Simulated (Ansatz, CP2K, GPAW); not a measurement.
# One calculation of Tl, 3 ways

```xyz
2
Lattice="3.4560 0.0000 0.0000 -1.7280 2.9930 0.0000 0.0000 0.0000 5.5250" Properties=species:S:1:pos:R:3 pbc="T T T"
Tl    1.7280    0.9977    4.1438
Tl    0.0000    1.9953    1.3813
```

Alike in all runs: task band structure; functional revPBE; k mesh 9 × 9 × 5; occupations methfessel-paxton, width 0.2 eV; no spin polarisation; no spin-orbit coupling. Pressure is positive in compression and, in plane waves, holds the error of the finite cutoff.

```csv
program and potentials,plane-wave cutoff (eV),notes,pressure (GPa)
"Ansatz, all-electron LAPW, scalar-relativistic",-,-,?
"CP2K, POTENTIAL_UZH Tl GTH-PBE-q13; TZVP-MOLOPT-PBE-GTH basis",-,atomic basis; potentials made for PBE,4.82
"GPAW, the program's PAW data sets (release 1.2.1) made for this functional",600,-,4.46
```

Problem. Estimate from the other rows what the run with Ansatz, all-electron LAPW, scalar-relativistic gave.

Solution. Pressure 4.81 GPa. The other rows, which needn't bracket it: pressure 4.46 to 4.82.
